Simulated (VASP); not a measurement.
# PtSe2 (Sudovikovite) (P-3m1) in VASP: notebook

The runs below take PtSe2 (Sudovikovite) through relaxation of cell and atoms, with PBE, PBE+D3(BJ).

Program: VASP 6.6.1. These are calculated values, not measurements. Logs are shortened: lines on timing, memory, paths and dates and some standing lists are left out, and cuts for length are marked.

### 1 Starting point

The structure is trigonal, space group P-3m1 (No. 164). Conventional cell: a = 3.753 Å, b = 3.753 Å, c = 6.382 Å, α = 90.00°, β = 90.00°, γ = 120.00°. Around Pt (site symmetry -3m) lie 6 Se at 2.53 Å. Around Se (site symmetry 3m) lie 3 Pt at 2.53 Å.

### 2 Relaxation of cell and atoms, PBE

Input file INCAR:

```
SYSTEM = PtSe2
ALGO = Normal
EDIFF = 1E-7
EDIFFG = -0.005
ENCUT = 600
GGA = PE
IBRION = 2
ISIF = 3
ISMEAR = 0
KPAR = 2
LASPH = .True.
LCHARG = .False.
LREAL = .False.
LWAVE = .False.
NELM = 80
NSW = 90
PREC = Accurate
SIGMA = 0.03
```

Input file KPOINTS:

```
k-points
0
Gamma
  9 9 5
  0 0 0
```

Input file POSCAR:

```
PtSe2                                   
1.0
    3.7529271777      0.0000000000     -0.0000000000
   -1.8764635888      3.2501302744     -0.0000000000
    0.0000000000     -0.0000000000      6.3817144874
  Pt              Se            
     1     2
Direct
     1.0000000000000000    0.0000000000000000    0.0000000000000000
     0.3333333332999970    0.6666666667000030    0.2045453325937603
     0.6666666667000030    0.3333333332999970    0.7954546674062396
```

Potentials or basis: VASP PAW PBE potentials, release 64 (Pt, Se).

The run is started by

```bash
cat potpaw_PBE.64/Pt/POTCAR potpaw_PBE.64/Se/POTCAR > POTCAR
mpirun -np 2 vasp_std > vasp.out
```

OUTCAR:

```text
SYSTEM = PtSe2
   EDIFF = 1E-7
   EDIFFG = -0.005
   ENCUT = 600
   GGA = PE
   IBRION = 2
   ISIF = 3
   ISMEAR = 0
   LASPH = .True.
   LREAL = .False.
   NELM = 80
   NSW = 90
   PREC = Accurate

 ion  position               nearest neighbor table
   1  0.000  0.000  0.000-   2 2.53   3 2.53   2 2.53   3 2.53   3 2.53   2 2.53
   2  0.333  0.667  0.205-   1 2.53   1 2.53   1 2.53
   3  0.667  0.333  0.795-   1 2.53   1 2.53   1 2.53

  LATTYP: Found a hexagonal cell.
 ALAT       =     3.7529271777
 C/A-ratio  =     1.7004631812

  Lattice vectors:

 A1 = (   3.7529271777,   0.0000000000,   0.0000000000)
 A2 = (  -1.8764635888,   3.2501302744,   0.0000000000)
 A3 = (   0.0000000000,   0.0000000000,   6.3817144874)

Analysis of symmetry for initial positions (statically):
=====================================================================
 Subroutine PRICEL returns:
 Original cell was already a primitive cell.

 Routine SETGRP: Setting up the symmetry group for a
 hexagonal supercell.

 Subroutine GETGRP returns: Found 12 space group operations
 (whereof 12 operations were pure point group operations)
 out of a pool of 24 trial point group operations.

The static configuration has the point symmetry D_3d.

Analysis of symmetry for dynamics (positions and initial velocities):
=====================================================================
 Subroutine PRICEL returns:
 Original cell was already a primitive cell.

 Routine SETGRP: Setting up the symmetry group for a
 hexagonal supercell.

 Subroutine GETGRP returns: Found 12 space group operations
 (whereof 12 operations were pure point group operations)
 out of a pool of 24 trial point group operations.

The dynamic configuration has the point symmetry D_3d.

 Subroutine INISYM returns: Found 12 space group operations
 (whereof 12 operations are pure point group operations),
 and found     1 'primitive' translations

----------------------------------------------------------------------------------------

                                     Primitive cell

  volume of cell :      77.8410

  direct lattice vectors                    reciprocal lattice vectors
     3.752927178  0.000000000  0.000000000     0.266458674  0.153839987  0.000000000
    -1.876463589  3.250130274  0.000000000     0.000000000  0.307679975  0.000000000
     0.000000000  0.000000000  6.381714487     0.000000000  0.000000000  0.156697703

  length of vectors
     3.752927178  3.752927178  6.381714487     0.307679975  0.307679975  0.156697703

  position of ions in fractional coordinates (direct lattice)
     0.000000000  0.000000000  0.000000000
     0.333333333  0.666666667  0.204545333
     0.666666667  0.333333333  0.795454667

  ion indices of the primitive-cell ions
   primitive index   ion index
                 1           1
                 2           2
                 3           3

----------------------------------------------------------------------------------------

 KPOINTS: k-points

Automatic generation of k-mesh.
 Grid dimensions read from file:
 generate k-points for:    9    9    5

 Generating k-lattice:

  Cartesian coordinates                     Fractional coordinates (reciprocal lattice)
     0.029606519  0.017093332  0.000000000     0.111111111  0.000000000  0.000000000
     0.000000000  0.034186664  0.000000000     0.000000000  0.111111111  0.000000000
     0.000000000  0.000000000  0.031339541     0.000000000  0.000000000  0.200000000

  Length of vectors
     0.034186664  0.034186664  0.031339541

  Shift w.r.t. Gamma in fractional coordinates (k-lattice)
     0.000000000  0.000000000  0.000000000

 Subroutine IBZKPT returns following result:
 ===========================================

 Found     50 irreducible k-points:

 Following reciprocal coordinates:
            Coordinates               Weight
  0.000000  0.000000  0.000000      1.000000
  0.111111 -0.000000  0.000000      6.000000
  0.222222 -0.000000  0.000000      6.000000
  0.333333  0.000000  0.000000      6.000000
  0.444444 -0.000000  0.000000      6.000000
  0.111111  0.111111  0.000000      6.000000
[... 16 lines left out ...]
  0.222222  0.111111  0.200000     12.000000
 -0.111111  0.333333  0.200000     12.000000
 [... further k-points ...]
   k-points           NKPTS =     50   k-points in BZ     NKDIM =     50   number of bands    NBANDS=     15
   number of dos      NEDOS =    301   number of ions     NIONS =      3
   total plane-waves  NPLWV =  48600
   dimension x,y,z NGX =    30 NGY =   30 NGZ =   54
   dimension x,y,z NGXF=    60 NGYF=   60 NGZF=  108
   ions per type =               1   2
   NGX,Y,Z   is equivalent  to a cutoff of  13.29, 13.29, 14.07 a.u.
   NGXF,Y,Z  is equivalent  to a cutoff of  26.58, 26.58, 28.13 a.u.
 SYSTEM =  PtSe2
   PREC   = accura    normal or accurate (medium, high low for compatibility)
   ISTART =      0    job   : 0-new  1-cont  2-samecut
   ICHARG =      2    charge: 1-file 2-atom 10-const
   ISPIN  =      1    spin polarized calculation?
   LNONCOLLINEAR =      F non collinear calculations
   LSORBIT =      F    spin-orbit coupling
   LASPH  =      T    aspherical Exc in radial PAW
   ENCUT  =  600.0 eV  44.10 Ry    6.64 a.u.   7.50  7.50 12.75*2*pi/ulx,y,z
   NELM   =     80;   NELMIN=  2; NELMDL= -5     # of ELM steps
   EDIFF  = 0.1E-06   stopping-criterion for ELM
   LREAL  =      F    real-space projection
   EDIFFG = -.5E-02   stopping-criterion for IOM
   NSW    =     90    number of steps for IOM
   IBRION =      2    ionic relax: 0-MD 1-quasi-New 2-CG
   NFREE  =      1    steps in history (QN), initial steepest desc. (CG)
   ISIF   =      3    stress and relaxation
   ISYM   =      2    0-nonsym 1-usesym 2-fastsym
   POTIM  = 0.5000    time-step for ionic-motion
   TEBEG  =    0.0;   TEEND  =   0.0 temperature during run
   PSTRESS=    0.0 pullay stress
   NELECT =      22.0000    total number of electrons
   NUPDOWN=      -1.0000    fix difference up-down
   EMIN   =  10.00;   EMAX   =-10.00  energy-range for DOS
   EFERMI =   0.00;   METHOD = LEGACY
   ISMEAR =     0;   SIGMA  =   0.03  broadening in eV -4-tet -1-fermi 0-gaus
   EFERMI_NEDOS =   21; number of points for ismear=-14 and -15
   IALGO  =     38    algorithm
   IMIX   =      4    mixing-type and parameters
     AMIX     =   0.40;   BMIX     =  1.00
     AMIX_MAG =   1.60;   BMIX_MAG =  1.00
  volume/ion in A,a.u.               =      25.95       175.10
  Fermi-wavevector in a.u.,A,eV,Ry     =   1.074351  2.030230 15.704261  1.154231
  Thomas-Fermi vector in A             =   2.210177
   LORBIT       =      0    0 simple, 1 ext, 2 COOP (PROOUT), +10 PAW based schemes
   GGA     = PE    functional components
   LHFCALC =     F    Hartree Fock is set to
   AEXX    =    0.0000 exact exchange contribution
   IVDW    =     0    specifies the selected vdW correction
   LEPSILON=     F    determine dielectric tensor
   LRPA    =     F    only Hartree local field effects (RPA)
 conjugate gradient relaxation of ions
 non-spin polarized calculation
 Gauss-broadening in eV      SIGMA  =   0.03
  energy-cutoff  :      600.00
  volume of cell :       77.84
 maximum number of plane-waves:      2623
 NGX is ok and might be reduce to    30
   NGX = 15   NGY = 15   NGZ = 25

--------------------------------------- Ionic step        1  -------------------------------------------

 number of electron      22.0000002 magnetization

 Free energy of the ion-electron system (eV)
  ---------------------------------------------------
  ext. energy  EPLUGINS =         0.00000000
  ---------------------------------------------------
  free energy    TOTEN  =       -14.30285803 eV

  energy without entropy =      -14.30285803  energy(sigma->0) =      -14.30285803

------------------------ aborting loop because EDIFF is reached ----------------------------------------

  FORCE on cell =-STRESS in cart. coord.  units (eV):
  Direction    XX          YY          ZZ          XY          YZ          ZX
  --------------------------------------------------------------------------------------
  -------------------------------------------------------------------------------------
  Total       -0.0036228     -0.0036228      0.0227540     -0.0000000      0.0000000      0.0000000
  in kB       -0.0745672     -0.0745672      0.4683383     -0.0000000      0.0000000      0.0000000
  external PRESSURE =       0.1064013 kB  Pullay stress =       0.0000000 kB

 VOLUME and BASIS-vectors are now :
 -----------------------------------------------------------------------------
  energy-cutoff  :      600.00
  volume of cell :       77.84
      direct lattice vectors                 reciprocal lattice vectors
     3.752927178  0.000000000  0.000000000     0.266458674  0.153839987  0.000000000
    -1.876463589  3.250130274  0.000000000     0.000000000  0.307679975  0.000000000
     0.000000000  0.000000000  6.381714487     0.000000000  0.000000000  0.156697703

 POSITION                                       TOTAL-FORCE (eV/Angst)
 -----------------------------------------------------------------------------------
      0.00000      0.00000      0.00000        -0.000000      0.000000      0.000000
     -0.00000      2.16675      1.30535         0.000000      0.000000      0.003813
      1.87646      1.08338      5.07636         0.000000      0.000000     -0.003813
 -----------------------------------------------------------------------------------
    total drift:                                0.000000      0.000000     -0.000000

  FREE ENERGIE OF THE ION-ELECTRON SYSTEM (eV)
  ---------------------------------------------------
  free  energy   TOTEN  =       -14.3028580309 eV

  energy  without entropy=      -14.3028580309  energy(sigma->0) =      -14.30285803

--------------------------------------- Ionic step        2  -------------------------------------------

 number of electron      22.0000002 magnetization

 Free energy of the ion-electron system (eV)
  ---------------------------------------------------
  ext. energy  EPLUGINS =         0.00000000
  ---------------------------------------------------
  free energy    TOTEN  =       -14.30286397 eV

  energy without entropy =      -14.30286397  energy(sigma->0) =      -14.30286397

 E-fermi :   3.4594     XC(G=0):  -9.1033

 val. band max:        3.2790957399   @ k =   0.1111   0.1111   0.0000
 cond. band min:       4.1498078950   @ k =   0.0000   0.2222   0.4000
 fundamental gap:      0.8707121551
 Fermi energy:         3.4593650361

 k-point     1 :       0.0000    0.0000    0.0000
  band No.  band energies     occupation
      1     -10.9933      2.00000
      2      -9.1404      2.00000
      3      -2.2218      2.00000
      4      -2.0691      2.00000
      5      -2.0691      2.00000
      6       0.1689      2.00000
      7       0.1689      2.00000
      8       1.5915      2.00000
      9       2.9405      2.00000
     10       2.9405      2.00000
     11       3.0667      2.00000
     12       5.8264      0.00000
     13       5.8264      0.00000
     14       7.4162      0.00000
     15       8.3889      0.00000
[... 397 lines left out ...]
 k-point    24 :      -0.1111    0.3333    0.2000
  band No.  band energies     occupation
      1     -10.1957      2.00000
      2      -9.2541      2.00000
      3      -2.0534      2.00000
      4      -1.7978      2.00000
      5      -1.4543      2.00000
      6      -0.8546      2.00000
      7      -0.3162      2.00000
      8       0.7197      2.00000
      9       2.0437      2.00000
     10       2.1795      2.00000
     11       3.0545      2.00000
     12       4.3455      0.00000
     13       5.1556      0.00000
     14       8.7602      0.00000
     15      10.4635      0.00000

 [... further k-points ...]

------------------------ aborting loop because EDIFF is reached ----------------------------------------

  FORCE on cell =-STRESS in cart. coord.  units (eV):
  Direction    XX          YY          ZZ          XY          YZ          ZX
  --------------------------------------------------------------------------------------
  -------------------------------------------------------------------------------------
  Total       -0.0137362     -0.0137362      0.0056553     -0.0000000     -0.0000000     -0.0000000
  in kB       -0.2826581     -0.2826581      0.1163732     -0.0000000     -0.0000000     -0.0000000
  external PRESSURE =      -0.1496476 kB  Pullay stress =       0.0000000 kB

 VOLUME and BASIS-vectors are now :
 -----------------------------------------------------------------------------
  energy-cutoff  :      600.00
  volume of cell :       77.86
      direct lattice vectors                 reciprocal lattice vectors
     3.752708540 -0.000000000  0.000000000     0.266474198  0.153848950 -0.000000000
    -1.876354270  3.249940928  0.000000000     0.000000000  0.307697900 -0.000000000
     0.000000000  0.000000000  6.384049583    -0.000000000 -0.000000000  0.156640387

 POSITION                                       TOTAL-FORCE (eV/Angst)
 -----------------------------------------------------------------------------------
      3.75271     -0.00000      0.00000        -0.000000      0.000000      0.000000
     -0.00000      2.16663      1.30601        -0.000000     -0.000000     -0.002129
      1.87635      1.08331      5.07804         0.000000      0.000000      0.002129
 -----------------------------------------------------------------------------------
    total drift:                                0.000000     -0.000000      0.000000

  FREE ENERGIE OF THE ION-ELECTRON SYSTEM (eV)
  ---------------------------------------------------
  free  energy   TOTEN  =       -14.3028639664 eV

  energy  without entropy=      -14.3028639664  energy(sigma->0) =      -14.30286397

 reached required accuracy - stopping structural energy minimisation
```

It took 30 s on 2 MPI ranks of AMD EPYC 9R45 (Zen 5), shared host; peak memory 0.23 GiB.

What came out:

```yaml
Free_energy: -14.3029 eV
Relaxed_volume: 25.95 Å³/atom
Relaxed_cell: a = 3.753 Å, b = 3.753 Å, c = 6.384 Å, α = 90.00°, β = 90.00°, γ = 120.00°
Space_group_after_relaxing_to_0.05_Å: P-3m1 (No. 164)
Energy_gained_by_relaxing: 0.0 meV/atom
Ionic_steps: 2
Pressure_after_relaxing: 0.0 GPa
Band_gap_on_the_k_mesh: 0.87 eV, indirect (least direct gap 0.98 eV)
```

Forces in eV/Å, atoms in the order of the input:
```
Pt   0.000  0.000  0.000
Se   0.000  0.000 -0.002
Se   0.000  0.000  0.002
```

Final structure:
```xyz
3
Lattice="3.7527 0.0000 0.0000 -1.8764 3.2499 0.0000 0.0000 0.0000 6.3840" Properties=species:S:1:pos:R:3 pbc="T T T"
Pt    3.7527    0.0000    0.0000
Se    0.0000    2.1666    1.3060
Se    1.8764    1.0833    5.0780
```

Levels at points of the mesh, in eV from the valence-band top:
```tsv
k point	band 8	band 9	band 10	band 11	band 12	band 13	band 14	band 15
(0.00, 0.00, 0.00)	-1.69	-0.34	-0.34	-0.21	2.55	2.55	4.14	5.11
```

Caveat: spin-orbit coupling is left out, which moves the levels of the heavy elements; an odd mesh through Γ misses points on the zone boundary, where band edges often lie; this functional lacks dispersion, which binds the layers, so the pressure and a relaxed spacing across them are unreliable.

### 3 Relaxation of cell and atoms, PBE+D3(BJ)

This run uses another cell than the first one, of 20.27 Å³/atom, 0.781 times its volume.

Input file INCAR:

```
SYSTEM = PtSe2
PREC = Accurate
ENCUT = 600
EDIFF = 1E-6
ISMEAR = 0
SIGMA = 0.03
LREAL = .False.
LASPH = .True.
NELM = 80
ALGO = Normal
ISIF = 3
LWAVE = .False.
LCHARG = .False.
GGA = PE
IVDW = 12
IBRION = 2
NSW = 90
EDIFFG = -0.01
KPAR = 4
```

Input file KPOINTS:

```
regular mesh
0
Gamma
  9 9 5
  0 0 0
```

Input file POSCAR:

```
PtSe2
1.0
    3.7240000000      0.0000000000      0.0000000000
   -1.8620000000      3.2250786037      0.0000000000
    0.0000000000      0.0000000000      5.0620000000
Pt Se
1 2
Direct
    0.0000000000      0.0000000000      0.0000000000
    0.3333333333      0.6666666667      0.2500000000
    0.6666666667      0.3333333333      0.7500000000
```

Potentials or basis: VASP PAW PBE potentials, release 64 (Pt, Se).

The run is started by

```bash
cat potpaw_PBE.64/Pt/POTCAR potpaw_PBE.64/Se/POTCAR > POTCAR
mpirun -np 4 vasp_std > vasp.out
```

Run time: 2.7 min. Hardware: 4 MPI ranks of Intel Xeon Platinum 8559C (Emerald Rapids), shared host; peak memory 0.25 GiB.

It converged, with:

| Property | Result |
| --- | --- |
| Free energy | -15.6656 eV |
| Relaxed volume | 19.74 Å³/atom |
| Relaxed cell | a = 3.770 Å, b = 3.770 Å, c = 4.812 Å, α = 90.00°, β = 90.00°, γ = 120.00° |
| Space group after relaxing (to 0.05 Å) | P-3m1 (No. 164) |
| Energy gained by relaxing | 17.0 meV/atom |
| Ionic steps | 20 |
| Pressure after relaxing | 0.0 GPa |
| Band gap on the k mesh | none (metal or under the smearing width) |
| Dispersion energy per atom | -0.492 eV |

Stress tensor (GPa, compression positive):
```
-0.01  0.00  0.00
 0.00 -0.01  0.00
 0.00  0.00  0.08
```

The path:
| step | energy change (eV) | largest force (eV/Å) | pressure (GPa) | volume (Å³) |
| --- | --- | --- | --- | --- |
| 1 | 0.0000 | 0.6006 | 3.50 | 60.80 |
| 2 | 0.0320 | 0.3870 | -5.82 | 64.77 |
| 3 | -0.0234 | 0.1841 | -0.55 | 62.31 |
| 4 | -0.0234 | 0.1918 | -0.48 | 62.28 |
| 5 | -0.0282 | 0.1640 | -0.42 | 61.93 |
| 6 | -0.0396 | 0.0765 | -0.22 | 60.88 |
| 7 | -0.0415 | 0.1775 | 0.61 | 58.80 |
| 8 | -0.0449 | 0.0420 | 0.19 | 59.80 |
| 9 | -0.0491 | 0.0906 | -0.42 | 59.66 |
| 10 | -0.0495 | 0.1121 | -0.67 | 59.60 |
| 11 | -0.0493 | 0.0600 | 0.92 | 58.67 |
| 12 | -0.0507 | 0.0292 | 0.08 | 59.15 |
| 13 | -0.0508 | 0.0204 | -0.01 | 59.21 |
| 14 | -0.0509 | 0.0172 | -0.04 | 59.23 |
| 15 | -0.0509 | 0.0155 | -0.02 | 59.24 |
| 16 | -0.0509 | 0.0129 | -0.08 | 59.26 |
| 17 | -0.0509 | 0.0153 | -0.06 | 59.25 |
| 18 | -0.0509 | 0.0123 | 0.13 | 59.21 |
| 19 | -0.0509 | 0.0006 | 0.03 | 59.23 |
| 20 | -0.0509 | 0.0018 | 0.02 | 59.23 |

Final structure:
```
Pt Se
1.0
     3.76981    0.00000    0.00000
    -1.88491    3.26476    0.00000
     0.00000    0.00000    4.81226
Pt Se
1 2
Direct
  0.00000 0.00000 0.00000
  0.33333 0.66667 0.26664
  0.66667 0.33333 0.73336
```

Levels at points of the mesh, in eV from the Fermi level:
| k point | band 9 | band 10 | band 11 | band 12 | band 13 | band 14 |
| --- | --- | --- | --- | --- | --- | --- |
| (0.00, 0.00, 0.00) | -1.03 | -1.03 | 0.77 | 1.02 | 1.02 | 3.33 |

Caveat: pairwise dispersion overbinds metals, which lowers pressure and volume. The run has no spin-orbit coupling, so splittings on Pt are missing.
